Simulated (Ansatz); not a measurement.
**TiSi under changes of volume**

One of the cells (14.630 Å³/atom); the others are scaled copies at fixed shape and fractional positions:

```
Ti Si
1.0
     1.81618   -2.11762    0.00000
     1.81618    2.11762    0.00000
     0.00000    0.00000    3.80393
Ti Si
1 1
Direct
  0.50000 0.50000 0.00000
  0.00000 0.00000 0.50000
```

The cell comes from a database or a generator and needn't be the stable form of this composition.

* Program: Ansatz 0.2.0
* Functional: PBEsol
* Potentials or basis: Ansatz PAW
* Cutoff: 420 eV (not typed: the program's choice for these potentials)
* k mesh: 10 × 10 × 7
* Occupations: fermi-dirac, width 0.05 eV
* Spin: no spin polarisation

| volume (Å³/atom) | energy over the lowest point (meV/atom) | pressure (GPa) |
| --- | --- | --- |
| 13.752 | 5.65 | 4.8 |
| 14.045 | 0.00 | 1.5 |
| 14.337 | ? | ? |
| 14.630 | 5.54 | -4.3 |
| 14.922 | 15.73 | -6.8 |
| 15.215 | 30.22 | -9.0 |
| 15.508 | 48.59 | -11.0 |

Q: What does the run at 14.337 Å³/atom give?

A: Energy over the lowest point 0.13 meV/atom; pressure -1.6 GPa.

Worked out: A Birch-Murnaghan fit of order 3 (a polynomial in V^(-2/3)) to the other rows has its minimum at 14.18 Å³/atom with B0 = V·E''(V) = 147 GPa and B' = 3.9 at fixed shape and positions, which overstates the stiffness. It gives 0.14 meV/atom at 14.337 Å³/atom, against the run's 0.13, and -dE/dV = -1.6 GPa, against -1.6.

Energies are extrapolated to zero smearing.

Caveats: the PAW data sets come from PBE, with cores solved anew for the run's functional, which leaves a small shift of forces and pressure.
